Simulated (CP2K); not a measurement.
The system is Ag.

```
CELL_PARAMETERS angstrom
2.88888 0.00000 0.00000
1.44444 2.50185 0.00000
1.44444 0.83395 2.35876
ATOMIC_POSITIONS crystal
Ag 0.00000 0.00000 0.00000
```

Base run:

```yaml
Program: CP2K 2026.2
Functional: BLYP
Potentials_or_basis: POTENTIAL_UZH Ag GTH-PBE-q11; TZVP-MOLOPT-PBE-GTH basis
Density_cutoff: 9184 eV
k_mesh: 11 × 11 × 11
Occupations: fermi-dirac, width 0.05 eV
Spin: no spin polarisation
```

Its results: band gap on the k mesh none (metal or under the smearing width); pressure 13.1 GPa.

Task: After a change of settings the same cell gave: band gap on the k mesh none (metal or under the smearing width); pressure -3.7 GPa. Which change was it?
A. functional from BLYP to vdW-DF2
B. functional from BLYP to LDA
C. functional from BLYP to PBE
D. functional from BLYP to r2SCAN

Result: D.

Caveats: the potentials were made for another functional, which shifts forces and pressure; the basis of atomic orbitals isn't converged, which shifts pressures, moduli and gaps.
